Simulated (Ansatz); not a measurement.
CdS built on the zincblende prototype, 2 atoms and 26 valence electrons in a cell of about 51 Å³, was run 9 times in the plane-wave code Ansatz, each time on 2 threads of Intel(R) Xeon(R) Platinum 8488C (Sapphire Rapids), with other jobs on the host. The times are single readings and vary with the host's load.

| run | k mesh | irreducible k | cutoff (eV) | plane waves | bands | SCF iterations | wall time | peak host memory (GiB) |
| --- | --- | --- | --- | --- | --- | --- | --- | --- |
| G0W0, PBE, 82 empty bands, 80 eV | 4×4×4 | 8 | 420 | 965 | 17 | 6 | ? | ? |
| G0W0, PBE, 191 empty bands, 140 eV | 4×4×4 | 8 | 420 | 965 | 17 | 6 | ? | ? |
| G0W0, PBE, 350 empty bands, 210 eV | 4×4×4 | 8 | 420 | 965 | 17 | 6 | 76 s | 0.76 |
| G0W0, HSE06, 191 empty bands, 140 eV | 4×4×4 | 8 | 420 | 965 | 17 | 10 | ? | ? |
| G0W0, LDA, 191 empty bands, 140 eV | 4×4×4 | 8 | 420 | 965 | 17 | 6 | 20 s | 0.63 |
| G0W0, r2SCAN, 191 empty bands, 140 eV | 4×4×4 | 8 | 500 | 1243 | 17 | 6 | 22 s | 0.75 |
| G0W0, PBE, 191 empty bands, 140 eV, plasmon pole | 4×4×4 | 8 | 420 | 965 | 17 | 6 | ? | ? |
| G0W0, PBE, 82 empty bands, 80 eV | 6×6×6 | 16 | 420 | 965 | 17 | 6 | 24 s | 0.48 |
| G0W0, PBE, 191 empty bands, 140 eV, norm-conserving | 4×4×4 | 8 | 1071 | 4015 | 17 | 7 | 33 s | 0.89 |

Question: What time and memory did the runs marked ? need?

Answer:
```json
{"run": "G0W0, PBE, 82 empty bands, 80 eV", "wall time": "4.8 s", "peak host memory (GiB)": "0.47"}
{"run": "G0W0, PBE, 191 empty bands, 140 eV, plasmon pole", "wall time": "15 s", "peak host memory (GiB)": "0.63"}
{"run": "G0W0, HSE06, 191 empty bands, 140 eV", "wall time": "44 s", "peak host memory (GiB)": "0.83"}
{"run": "G0W0, PBE, 191 empty bands, 140 eV", "wall time": "18 s", "peak host memory (GiB)": "0.63"}
```

With a shallow d shell on the cation, G0W0 converges slowly in bands and cutoff, so these values are in doubt.
